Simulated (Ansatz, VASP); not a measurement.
# Two plane-wave programs on WC (Qusongite)

INCAR

```
PREC = Accurate ; ENCUT = 520
EDIFF = 1E-6 ; ISMEAR = 1
SIGMA = 0.1 ; LREAL = False
LASPH = True ; NELM = 60
ALGO = Normal ; ISIF = 2
LWAVE = False ; LCHARG = False
GGA = PE ; NBANDS = 16
```

The input KPOINTS:

```
regular mesh
0
Gamma
  11 11 9
```

The input POSCAR:

```
WC
1.0
    2.9065000000      0.0000000000      0.0000000000
   -1.4532500000      2.5171030000      0.0000000000
    0.0000000000      0.0000000000      2.8366000000
W C
1 1
Direct
    0.0000000000      0.0000000000      0.0000000000
    0.6666666667      0.3333333333      0.5000000000
```

Input for Ansatz:

```yaml
crystal:
  lattice:
    - [2.9065, 0.0, 0.0]
    - [-1.45325, 2.517103, 0.0]
    - [0.0, 0.0, 2.8366]
  atoms:
    - { symbol: W, position: [0.0, 0.0, 0.0] }
    - { symbol: C, position: [0.6666666666666666, 0.3333333333333333, 0.5] }
basis:
  ecutwfc: 500.0
kpoints:
  mp_grid:
    grid: [11, 11, 9]
hamiltonian:
  xc: pbe
scf:
  convergence:
    dr2_threshold: 1.0e-07
  occupations:
    method: cold
    width: 0.1
output:
  stress: true
```

Alike in both runs: task single point; functional PBE; k mesh 11 × 11 × 9; no spin polarisation.

|  | VASP | Ansatz |
| --- | --- | --- |
| version | VASP 6.6.1 | Ansatz 0.2.0 |
| potentials or method | VASP PAW PBE potentials, release 64 (W_sv, C) | plane waves, PAW |
| plane-wave cutoff (eV) | 520 | 500 |
| occupations | methfessel-paxton of order 1, width 0.1 eV | cold, width 0.1 eV |
| valence electrons in the cell | 18 | 18 |

VASP gave:

- pressure (GPa): 6.7
- largest component of the traceless stress (GPa): 0.52

Estimate Ansatz's values.

pressure (GPa): 5.5; largest component of the traceless stress (GPa): 0.76.

Ansatz warned: «stress_scf_threshold_loose».

The runs have no spin-orbit coupling, so splittings on W are missing.
